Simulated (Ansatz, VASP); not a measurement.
**One calculation of NiO, two programs**

The input INCAR:

```
ALGO = Normal
EDIFF = 1E-7
ENCUT = 520
GGA = PE
ISIF = 2
ISMEAR = -1
ISPIN = 2
LASPH = T
LCHARG = F
LMAXMIX = 4
LORBIT = 11
LREAL = F
LWAVE = F
MAGMOM = 1 0
NBANDS = 19
NELM = 150
PREC = Accurate
SIGMA = 0.05
```

Contents of KPOINTS:

```
k-points
0
Gamma
  11 11 10
```

POSCAR

```
NiO
1.0
    2.7830607900      0.0000000000      0.0000000000
   -1.3915303900      2.4102013400      0.0000000000
    0.0000000000      0.0000000000      2.7161294400
Ni O
1 1
Direct
    0.0120920000      0.0046890000     -0.0194750000
    0.6448660000      0.3277300000      0.5077570000
```

The input input.yaml:

```yaml
crystal:
  lattice:
    - [2.78306079, 0.0, 0.0]
    - [-1.39153039, 2.41020134, 0.0]
    - [0.0, 0.0, 2.71612944]
  atoms:
    - { symbol: Ni, position: [0.012092, 0.004689, -0.019475], spin: 1.0 }
    - { symbol: O, position: [0.644866, 0.32773, 0.507757] }
hamiltonian:
  xc: pbe
  pseudopotentials: { kind: paw }
magnetization:
  spin_polarized: true
kpoints:
  mp_grid: { grid: [11, 11, 10] }
scf:
  occupations: { method: fermi_dirac, width: 0.05 }
output:
  forces: true
  stress: true
  eigenvalues: true
```

Change from the starting cell: atoms moved at random, drawn with an rms of 0.05 Å.

Alike in both runs: task single point; functional PBE; k mesh 11 × 11 × 10; occupations fermi-dirac, width 0.05 eV; collinear spin, ferromagnetic start.

```csv
,VASP,Ansatz
version,VASP 6.6.1,Ansatz 0.2.0
potentials or method,"VASP PAW PBE potentials, release 64 (Ni, O)",Ansatz PAW
plane-wave cutoff (eV),520,420
valence electrons in the cell,16,24
```

```tsv
	VASP	Ansatz	Ansatz less VASP
gap on the k mesh at the Fermi level (eV)	none	none	-
pressure (GPa)	5.6	6.0	+0.35
largest component of the traceless stress (GPa)	2.34	2.08	-0.259
rms of the force components (eV/Å)	0.128	0.141	+0.0132
net moment per atom (μB)	0.87	0.90	+0.027
size of the moment on the site where the two differ most (μB)	0.37	0.39	+0.023
```

Site moments also hang on the region over which each program counts them. Atom by atom the forces differ by 0.014 eV/Å (rms over components). A gap of «none» marks a metal or a gap that the smearing closes. The two sets of potentials don't hold the same shells in valence.

Caveats: a cell with one magnetic atom can't hold antiferromagnetic order, which such compounds often take; semilocal functionals often make such compounds metallic where correlation or magnetic order opens a gap, which also shifts bond lengths; the pressure holds a Pulay correction of +0.7 GPa for the finite cutoff (Ansatz).
